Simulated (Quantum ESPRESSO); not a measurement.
Wanted: the native input for a Quantum ESPRESSO 7.5 run.

```
Task                : single point
Functional          : PBEsol
Potentials or basis : PseudoDojo 0.4.1 SR PBEsol standard
Cutoff              : 1333 eV
Density cutoff      : 5333 eV
k mesh              : 16 × 16 × 16
Occupations         : methfessel-paxton, width 0.1 eV
Spin                : no spin polarisation
Mixing beta         : 0.5
Most SCF iterations : 120
SCF threshold       : 6e-10 Ry
```

Crystal: Si2Ni.

```
Ni Si
1.0
     0.00000    2.72414    2.64386
     2.72414    0.00000    2.64386
     2.72414    2.72414    0.00000
Ni Si
1 2
Cartesian
  0.0000 0.0000 0.0000
  1.3621 1.3621 1.3219
  4.0862 4.0862 3.9658
```

The cell was built by a generator and needn't be a form met in nature.

These files were run (other wordings do the same):

pw.in

```
&CONTROL
  calculation = 'scf'
  prefix = 'pwscf'
  outdir = './tmp'
  pseudo_dir = './pseudo'
  tprnfor = .true.
  tstress = .true.
  disk_io = 'nowf'
/
&SYSTEM
  ibrav = 0
  nat = 3
  ntyp = 2
  ecutwfc = 98
  nbnd = 20
  occupations = 'smearing'
  smearing = 'mp'
  degauss = 0.00734986
/
&ELECTRONS
  conv_thr = 6d-10
  electron_maxstep = 120
  mixing_beta = 0.5
/
ATOMIC_SPECIES
Ni    58.6934 Ni.upf
Si    28.0850 Si.upf
CELL_PARAMETERS angstrom
   0.0000000000    2.7241374600    2.6438583600
   2.7241374600    0.0000000000    2.6438583600
   2.7241374600    2.7241374600    0.0000000000
ATOMIC_POSITIONS crystal
Ni     0.0000000000    0.0000000000    0.0000000000
Si     0.2500000000    0.2500000000    0.2500000000
Si     0.7500000000    0.7500000000    0.7500000000
K_POINTS automatic
16 16 16 0 0 0
```

Potentials or basis: PseudoDojo 0.4.1 SR PBEsol standard.

Launch:

```bash
$ OMP_NUM_THREADS=1 pw.x -in pw.in > pw.out
```

It gave:

```json
{
 "Pressure": "-0.5 GPa",
 "Band gap on the k mesh": "none (metal or under the smearing width)"
}
```

Run time: 17 min on 1 thread of AMD EPYC 7571, with other jobs on the host, peak memory 0.52 GiB.
